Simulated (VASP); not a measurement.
SnTe: single point with PBE

Crystal: SnTe.

```
CELL_PARAMETERS angstrom
0.00000 3.15650 3.28276
3.15650 0.00000 3.28276
3.15650 3.15650 0.00000
ATOMIC_POSITIONS crystal
Sn 0.00000 0.00000 0.00000
Te 0.50000 0.50000 0.50000
```

The cell isn't the ideal one: strain +0.000 along x and y, +0.040 along z, atoms carried along.

| Quantity | Value |
| --- | --- |
| Program | VASP 6.6.1 |
| Task | single point |
| Functional | PBE |
| Potentials or basis | VASP PAW PBE potentials, release 64 (Sn_d, Te) |
| Cutoff | 520 eV |
| k mesh | 10 × 10 × 10 |
| Occupations | gaussian, width 0.03 eV |
| Spin | no spin polarisation |

```
Pressure               : 0.4 GPa
Band gap on the k mesh : 0.04 eV, direct
```

Stress tensor (GPa, compression positive):
```
 1.73  0.00  0.00
 0.00  1.73  0.00
 0.00  0.00 -2.37
```

Levels at points of the mesh, in eV from the valence-band top:
```csv
k point,band 8,band 9,band 10,band 11,band 12,band 13
"(0.00, 0.00, 0.00)",-2.15,-2.15,-1.75,2.68,3.57,3.57
"(0.50, 0.00, 0.00)",-1.75,-1.65,0.00,0.04,0.43,0.52
"(0.50, 0.50, 0.00)",-5.20,-3.47,-3.47,2.42,4.84,4.84
"(0.50, 0.00, 0.50)",-5.29,-3.77,-3.34,2.33,4.19,5.16
```

It took 58 s on 1 thread of Intel(R) Xeon(R) 6975P-C (Granite Rapids), with other jobs on the host, peak memory 0.28 GiB.

Caveat: spin-orbit coupling is left out, which moves the levels of the heavy elements. A k mesh can miss the band edges.
